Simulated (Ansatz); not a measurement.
Stackings of close-packed layers of CaSe (capitals for Ca, lower case for the other element), each relaxed to a stress under 0.05 GPa; energies count from the stacking AcBaCb (Fm-3m).

Theory: DFT PBE, scalar-relativistic, plane waves, PAW (Ansatz 0.2.0).

Plane waves to 420 eV, a k mesh through Γ of 9×9×2 on the computed 14-atom cell and Gaussian smearing (0.02 eV); no spin polarisation.

Start (AcBcAcBaCbAbCb):

```xyz
14
Lattice="4.2137 0.0000 0.0000 -2.1068 3.6491 0.0000 0.0000 0.0000 24.0830" Properties=species:S:1:pos:R:3 pbc="T T T"
Ca    0.0000    0.0000    0.0000
Se    2.1068    1.2164    1.7202
Ca    0.0000    2.4328    3.4404
Se    2.1068    1.2164    5.1606
Ca    0.0000    0.0000    6.8809
Se    2.1068    1.2164    8.6011
Ca    0.0000    2.4328   10.3213
Se    0.0000    0.0000   12.0415
Ca    2.1068    1.2164   13.7617
Se    0.0000    2.4328   15.4819
Ca    0.0000    0.0000   17.2021
Se    0.0000    2.4328   18.9223
Ca    2.1068    1.2164   20.6426
Se    0.0000    2.4328   22.3628
```

Give the relaxed structure and its energy.

The free energy falls by 20 meV/atom.

* excess energy (meV/atom): 78.8
* spacing of like layers (Å): 3.577
* a (Å): 4.151
* gap on the mesh (eV): 1.87

Relaxed structure:
```
CELL_PARAMETERS angstrom
4.15092 0.00000 0.00000
-2.07546 3.59480 0.00000
0.00000 0.00000 25.03714
ATOMIC_POSITIONS crystal
Ca 0.00000 0.00000 0.00000
Se 0.66667 0.33333 0.06953
Ca 0.33333 0.66667 0.14227
Se 0.66667 0.33333 0.21528
Ca 0.00000 0.00000 0.28830
Se 0.66667 0.33333 0.36104
Ca 0.33333 0.66667 0.43063
Se 0.00000 0.00000 0.50000
Ca 0.66667 0.33333 0.56937
Se 0.33333 0.66667 0.63896
Ca 0.00000 0.00000 0.71170
Se 0.33333 0.66667 0.78472
Ca 0.66667 0.33333 0.85773
Se 0.33333 0.66667 0.93047
```

An odd mesh misses points on the zone edge, so a gap read on it can be too wide.

Time: 110 s on 1 thread of AMD EPYC 9R45 96-Core Processor (Zen 5) (shared host), peak memory 1.1 GiB.